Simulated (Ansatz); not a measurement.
Level of theory: Ansatz 0.2.0, DFT PBE, scalar-relativistic, plane waves, PAW. Settings: cutoff 420 eV, Γ-centred meshes spaced at most about 0.3 Å⁻¹, and about 0.25 Å⁻¹ or finer for metals (2π included), Gaussian smearing. No spin polarisation.

Each guess is relaxed in cell and atoms at zero pressure, on a coarse mesh first where it starts far from rest and then on a converged one. The steps can't lower the symmetry of the start, but it can rise. Energies are static (0 K, no zero-point motion).

Two unrelaxed guesses for Sn4Se:

A.

```xyz
10
Lattice="0.0000 5.3455 5.3455 5.3455 0.0000 5.3455 5.3455 5.3455 0.0000" Properties=species:S:1:pos:R:3 pbc="T T T"
Sn    3.5271    3.5271    3.5271
Sn    1.8185    1.8185    3.5271
Sn    1.8185    3.5271    1.8185
Sn    3.5271    1.8185    1.8185
Sn    6.1998    6.1998    9.8367
Sn    9.8367    9.8367    9.8367
Sn    6.1998    9.8367    6.1998
Sn    9.8367    6.1998    6.1998
Se    8.0183    8.0183    8.0183
Se    5.3455    5.3455    5.3455
```

B.

```xyz
5
Lattice="0.0000 4.1343 4.1343 4.1343 0.0000 4.1343 4.1343 4.1343 0.0000" Properties=species:S:1:pos:R:3 pbc="T T T"
Sn    6.9706    6.9706    6.9706
Sn    5.4322    5.4322    6.9706
Sn    5.4322    6.9706    5.4322
Sn    6.9706    5.4322    5.4322
Se    2.0671    2.0671    2.0671
```

**Question.** Do they relax into the same structure? If not, which is lower?

**Answer.** No. A ends lower, by 171 meV/atom. A: Fd-3m at 30.5 Å³/atom → Fd-3m at 31.9 Å³/atom; B: F-43m at 28.3 Å³/atom → F-43m at 33.4 Å³/atom. Counting Sn atoms around Se (those within 1.25 times the shortest such distance or 1.15 times the sum of covalent radii; the shortest distance is added where it is long for a bond), the end of A has Se 4 and the end of B has Se 12 from 3.6 Å. End of A. Conventional cell: a = 10.842 Å. Sn is surrounded by 1 Se at 2.73 Å and 3 Sn at 3.21 Å; Se has 4 Sn at 2.73 Å. End of B. Conventional cell: a = 8.741 Å. Sn is surrounded by 6 Sn at 3.09 Å and 3 Se at 3.62 Å; Se has 12 Sn at 3.62 Å.

Ends held by symmetry can be saddle points. Even the lowest of the cells shown lies +0.16 eV/atom against the elements. Some types were kept out of the candidates beforehand, so the set may lack a known form.
